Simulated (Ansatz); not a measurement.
**Compressing TiSi₂**

The calculation used Ansatz 0.2.0, DFT PBE, scalar-relativistic, plane waves, PAW. (420 eV cutoff, 10×10×10 k-mesh, Gaussian smearing of 0.10 eV, no spin polarisation)

The relaxed crystal:

```
Ti Si
1.0
     1.77380   -6.78034    0.00000
     1.77380    6.78034    0.00000
     0.00000    0.00000    3.57922
Ti Si
2 4
Direct
  0.89682 0.10318 0.75000
  0.10318 0.89682 0.25000
  0.55915 0.44085 0.75000
  0.44085 0.55915 0.25000
  0.24983 0.75017 0.75000
  0.75017 0.24983 0.25000
```

Cell and atoms are relaxed at each pressure within the symmetry of the start, at zero temperature, so transitions that lower the symmetry aren't seen. The k-mesh given is that at zero pressure and may differ at others. a, b and c are the lengths of the cell vectors above.

```tsv
P (GPa)	V (Å³/atom)	V/V0	a (Å)	b (Å)	c (Å)
-1	14.46	1.008	7.036	7.036	3.586
0	14.35	1.000	7.009	7.009	3.579
1	14.24	0.992	6.982	6.982	3.573
4	13.93	0.971	6.908	6.908	3.554
12	13.24	0.923	6.744	6.744	3.510
25	12.41	0.865	6.549	6.549	3.450
50	11.30	0.788	6.289	6.289	3.360
90	10.16	0.708	6.018	6.018	3.256
```

**Question.** What bulk modulus and pressure derivative fit these points?

**Answer.** A third-order Birch–Murnaghan fit gives B0 = 127 GPa and B0' = 4.1.

**Question.** Which cell vector or vectors give way most up to 90 GPa?

**Answer.** a and b: the changes are a -14.1 %, b -14.1 %, c -9.0 %.

This form isn't the usual stable structure of the compound.